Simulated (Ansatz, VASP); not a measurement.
# Cross-check of Al16H23O35F (hydroxylated alpha-Al2O3(0001) with 1 of its OH changed to F) between VASP and Ansatz, part 2 of 2

Aim: how closely do two programs agree when they are given the same cell, functional and k mesh? The cell is taken from a series of runs on this material, whose earlier steps may have relaxed, scaled, displaced or heated it; both programs get it as it stands. Other levels of theory on this material are compared in a session of their own.

VASP 6.6.1 and Ansatz 0.2.0.

So far: The starting structure; Ansatz: single point, RPBE with D3(BJ).

## 3. VASP: single point, RPBE with D3(BJ)

Level of this step: RPBE with D3(BJ); plane waves and PAW (Al, O, F, H) (VASP).

The same cell, functional, mesh and smearing now go to VASP, with its own data sets.

Lines of VASP's logs that name or quote its potential files are left out, and so is its time.

Contents of INCAR:

```
SYSTEM = Al16H23O35F
PREC = Accurate
ENCUT = 520
EDIFF = 1E-06
NELM = 120
ISMEAR = -1
SIGMA = 0.025
LREAL = Auto
ALGO = Normal
GGA = RP
IVDW = 12
NBANDS = 200
LORBIT = 11
LWAVE = .FALSE.
LCHARG = .FALSE.
ISIF = 2
LASPH = .TRUE.
GGA_COMPAT = .FALSE.
EFERMI = MIDGAP
NCORE = 2
```

Contents of POSCAR:

```
Al16H23O35F
1.0
    9.5800000000      0.0000000000      0.0000000000
   -4.7900000000      8.2965200000      0.0000000000
    0.0000000000      0.0000000000     22.3000000000
Al O F H
16 35 1 23
Direct
    0.0046600000      0.9996700000      0.1450600000
    0.3409700000      0.1722500000      0.2278100000
    0.1724300000      0.3344700000      0.1296000000
    0.1734600000      0.3353500000      0.2447500000
    0.0072000000      0.5040200000      0.1434100000
    0.3358200000      0.6706500000      0.2278800000
    0.1806800000      0.8417700000      0.1301000000
    0.1748800000      0.8377400000      0.2441900000
    0.5093000000      0.0047800000      0.1435100000
    0.8420100000      0.1697200000      0.2296500000
    0.6721900000      0.3389200000      0.1289500000
    0.6755800000      0.3322900000      0.2425200000
    0.5026900000      0.5041700000      0.1444600000
    0.8385600000      0.6694200000      0.2276600000
    0.6754600000      0.8400300000      0.1284000000
    0.6702200000      0.8363500000      0.2422200000
    0.1602700000      0.9971300000      0.0889700000
    0.0068400000      0.1599200000      0.0907500000
    0.3459300000      0.3509900000      0.0885200000
    0.5002200000      0.1745300000      0.2828400000
    0.3349000000      0.3232000000      0.2838400000
    0.1816500000      0.0112900000      0.2824900000
    0.0175200000      0.3367600000      0.1856000000
    0.1732600000      0.1801400000      0.1860600000
    0.3263400000      0.4929800000      0.1863800000
    0.1596300000      0.4936300000      0.0878200000
    0.0216800000      0.6704600000      0.0869200000
    0.3514200000      0.8535900000      0.0894800000
    0.3324800000      0.8211700000      0.2832500000
    0.1833900000      0.5098600000      0.2815800000
    0.0176800000      0.8363200000      0.1872400000
    0.1706700000      0.6805500000      0.1863400000
    0.3293200000      0.9942200000      0.1863100000
    0.6638400000      0.0001500000      0.0896100000
    0.5103600000      0.1652800000      0.0895900000
    0.8434000000      0.3540000000      0.0865200000
    0.0004600000      0.1752900000      0.2835800000
    0.8351200000      0.3224200000      0.2830000000
    0.6795400000      0.0071100000      0.2820300000
    0.5194300000      0.3384800000      0.1860400000
    0.6750700000      0.1833600000      0.1857100000
    0.8297900000      0.4952700000      0.1846800000
    0.6570700000      0.4980900000      0.0875200000
    0.5079300000      0.6672700000      0.0914000000
    0.8466500000      0.8477700000      0.0892100000
    0.9996300000      0.6810800000      0.2854100000
    0.8187200000      0.8146500000      0.2868800000
    0.6863000000      0.5032500000      0.2851000000
    0.5179800000      0.8365200000      0.1867000000
    0.6707500000      0.6788700000      0.1868000000
    0.8290200000      0.9897000000      0.1875400000
    0.4978700000      0.6766500000      0.2810300000
    0.1007200000      0.9521100000      0.0521400000
    0.0272200000      0.1362200000      0.0506200000
    0.3456300000      0.2483400000      0.0878900000
    0.4867600000      0.2197800000      0.3197300000
    0.4365200000      0.4248700000      0.2855900000
    0.2282800000      0.0363800000      0.3221400000
    0.1122600000      0.4521700000      0.0489000000
    0.0738300000      0.6651600000      0.0504100000
    0.3578200000      0.7547600000      0.0872000000
    0.4363200000      0.9213900000      0.2862600000
    0.2188000000      0.5372300000      0.3226000000
    0.7692300000      0.0985400000      0.0872600000
    0.5290700000      0.1315200000      0.0508900000
    0.8534500000      0.4100800000      0.0491900000
    0.0101200000      0.0785200000      0.2855600000
    0.9404800000      0.4206800000      0.2854600000
    0.7307100000      0.0357800000      0.3209900000
    0.5922200000      0.4557300000      0.0515200000
    0.5164100000      0.6479300000      0.0493900000
    0.8409700000      0.7428200000      0.0878000000
    0.9890900000      0.7387000000      0.3192300000
    0.7569100000      0.7423900000      0.3192300000
    0.7534000000      0.5110900000      0.3190200000
```

Contents of KPOINTS:

```
Automatic mesh
0
Gamma
1 1 1
0 0 0
```

The projector-augmented-wave data sets are Al, O, F and H (PBE family, release 64).

Started as:

```
$ mpirun -np 8 vasp_gam
```

Numbers of over 12 decimals in the logs are rounded to 6 here.

Log:

```text
[banner, memory and clock lines left out]
running    8 mpi-ranks, on    1 nodes
[...]
|                                                                             |
|               ----> ADVICE to this user running VASP <----                  |
|                                                                             |
|     You enforced a specific xc type in the INCAR file but a different       |
|     [... a line on the potential file left out ...]
|     I HOPE YOU KNOW WHAT YOU ARE DOING!                                     |
|                                                                             |

 LDA part: xc-table for (Slater+PW92), standard interpolation
 POSCAR, INCAR and KPOINTS ok, starting setup
[...]
entering main loop
       N       E                     dE             d eps       ncg     rms          rms(c)
DAV:   1     0.275118232327E+04    0.27512E+04   -0.14733E+05   440   0.125E+03
DAV:   2    -0.119273158759E+03   -0.28705E+04   -0.27540E+04   512   0.318E+02
DAV:   3    -0.492384370349E+03   -0.37311E+03   -0.37126E+03   496   0.119E+02
DAV:   4    -0.501161735618E+03   -0.87774E+01   -0.87501E+01   496   0.212E+01
[...]
DAV:  27    -0.447454041239E+03   -0.43075E-05   -0.34770E-08   312   0.600E-04    0.155E-04
DAV:  28    -0.447454043280E+03   -0.20409E-05   -0.33359E-08   288   0.455E-04    0.295E-04
DAV:  29    -0.447454043584E+03   -0.30426E-06   -0.76907E-09   312   0.488E-04
   1 F= -.48249672E+03 E0= -.48249672E+03  d E =0.000000E+00
```

From OUTCAR (step 3):

```text
  FREE ENERGIE OF THE ION-ELECTRON SYSTEM (eV)
  ---------------------------------------------------
  free  energy   TOTEN  =      -482.4967215706 eV

  energy  without entropy=     -482.4967215706  energy(sigma->0) =     -482.49672157
```

## 4. Differences

Known differences besides the potentials themselves: the cutoff is 420 eV in Ansatz and 520 eV in VASP (PREC = Accurate, projectors in real space); Ansatz makes its cores anew for this functional, VASP keeps those of its PBE data sets. Total energies have different zeros and are not compared.

Both answers:

| quantity | Ansatz | VASP | difference |
| --- | --- | --- | --- |
| gap on the k mesh (eV) | 4.273 | 4.257 | +0.016 |

Forces on 10 of the 75 atoms, those with the largest forces and the largest differences (eV/Å; atoms numbered as in POSCAR):

| atom | Ansatz x, y, z | VASP x, y, z |
| --- | --- | --- |
| Al2 | 0.020, -0.021, -0.461 | 0.013, -0.036, -0.476 |
| Al4 | 0.027, -0.013, -0.540 | 0.004, -0.005, -0.516 |
| Al6 | -0.016, -0.010, -0.538 | -0.063, -0.027, -0.553 |
| Al8 | -0.015, 0.007, -0.527 | -0.015, -0.004, -0.526 |
| Al10 | 0.004, -0.022, -0.527 | -0.005, -0.018, -0.519 |
| Al12 | -0.045, 0.049, -0.499 | -0.038, 0.018, -0.496 |
| Al16 | 0.019, 0.063, -0.523 | 0.033, 0.114, -0.542 |
| O30 | -0.106, 0.068, 0.084 | -0.077, 0.033, -0.029 |
| H73 | 0.031, -0.029, -0.090 | -0.010, 0.018, 0.014 |
| H74 | 0.010, 0.056, -0.092 | -0.012, -0.008, 0.008 |

The forces differ by 49 meV/Å r.m.s., which is 37.2 % of the r.m.s. force of 0.132 eV/Å (both taken over all components). A gap on the mesh is an upper bound, since the band edges may lie between its points. With vacuum in the cell, a pressure given here is an average over mostly empty space and none of the material.

## 5. Outcome

```yaml
r_m_s_force_difference_single_point_rpbe_with_d3_bj: 49 meV/Å
```

**Reading.** The r.m.s. force difference is 49 meV/Å (single point, RPBE with D3(BJ)), beyond the 12 meV/Å picked in this series as the mark of a large difference. What causes the difference of the single point, RPBE with D3(BJ) pair stays open here. 7 further runs of this series are not shown here. Such differences can come from data sets, numerical settings and the points named under the comparisons, not from the functional's error against experiment.

[Lines on the potential files, build, host, timing and source positions are cut from VASP's logs without a mark.]

[Logs are printed without paths, hosts, clocks, repeated set-up lines and the standing remarks that a program may print on its own settings, such as how far it seeks lower states.]

[Hosts, paths, dates, database ids (printed as entryN), source tags and the programs' standing remarks are cut or masked in the printed files.]
